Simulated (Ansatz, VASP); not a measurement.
# Se: VASP beside Ansatz

```
CELL_PARAMETERS angstrom
4.29735 0.00000 0.00000
-2.14867 3.72161 0.00000
0.00000 0.00000 5.03478
ATOMIC_POSITIONS crystal
Se 0.22813 0.00000 0.33333
Se 0.00000 0.22813 0.66667
Se 0.77187 0.77187 0.00000
```

Alike in both runs: functional r2SCAN; dispersion rVV10; k mesh 9 × 9 × 6; occupations gaussian, width 0.02 eV; no spin polarisation.

Ansatz relaxed the structure, and its values are those at the end. VASP's run is a single point on that final structure, the one shown.

```csv
,VASP,Ansatz
version,VASP 6.6.1,Ansatz 0.2.0
potentials or method,"VASP PAW PBE potentials, release 64 (Se)","scalar-relativistic, plane waves, PAW"
plane-wave cutoff (eV),520,500
valence electrons in the cell,18,48
```

```tsv
	VASP	Ansatz	Ansatz less VASP
gap on the k mesh at the Fermi level (eV)	1.05	1.07	+0.012
least direct gap on the mesh (eV)	1.23	1.25	+0.013
pressure (GPa)	0.2	0.0	-0.20
rms of the force components (eV/Å)	0.019	0.000	-0.0188
```

The two sets of potentials don't hold the same shells in valence.

Caveats: the PAW data sets were made with another functional, which shifts forces and pressure a little (VASP); an odd mesh through Γ misses points on the zone boundary, where band edges often lie. r2SCAN opens gaps a little over a GGA but as a rule still falls short of measured ones.
